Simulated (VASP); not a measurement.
Here is a VASP 6.6.1 calculation.

Contents of INCAR:

```
SYSTEM = Si
PREC     = Accurate       ! precision mode
ENCUT    = 600            ! plane-wave cutoff, eV
EDIFF    = 1E-7           ! SCF threshold, eV
ISMEAR   = 0              ! smearing method
SIGMA    = 0.03           ! smearing width, eV
LREAL    = .FALSE.        ! projectors in reciprocal space
LASPH    = .TRUE.         ! aspherical terms in the spheres
NELM     = 80             ! most SCF steps
ALGO     = Normal         ! electronic algorithm
ISIF     = 3              ! what is computed and relaxed
LWAVE    = .FALSE.        ! write WAVECAR
LCHARG   = .FALSE.        ! write CHGCAR
GGA      = PS             ! functional
IBRION   = 2              ! ionic algorithm
NSW      = 90             ! ionic steps
EDIFFG   = -0.005         ! ionic threshold
```

File KPOINTS:

```
regular mesh
0
G
  10 10 10
  0 0 0
```

POSCAR

```
Si                                      
1.0
   -0.0000000000      2.7178477094      2.7178477094
    2.7178477094      0.0000000000      2.7178477094
    2.7178477094      2.7178477094     -0.0000000000
  Si            
     2
Direct
     0.7500000000000000    0.7500000000000000    0.7500000000000000
     0.5000000000000000    0.5000000000000000    0.5000000000000000
```

Potentials or basis: VASP PAW PBE potentials, release 64 (Si).

Command:

```console
$ cat potpaw_PBE.64/Si/POTCAR > POTCAR
$ mpirun -np 1 vasp_std > vasp.out
```

Question: What does it give for the band gap on the k mesh?

Answer: 0.47 eV, indirect (least direct gap 2.52 eV).

Final structure:
```yaml
crystal:
  lattice:
    - [0.00000, 2.71785, 2.71785]
    - [2.71785, 0.00000, 2.71785]
    - [2.71785, 2.71785, 0.00000]
  atoms:
    - { symbol: Si, position: [0.75000, 0.75000, 0.75000] }
    - { symbol: Si, position: [0.50000, 0.50000, 0.50000] }
```

Caveat: the relaxation stopped at its first step, so nothing moved. A k mesh can miss the band edges.
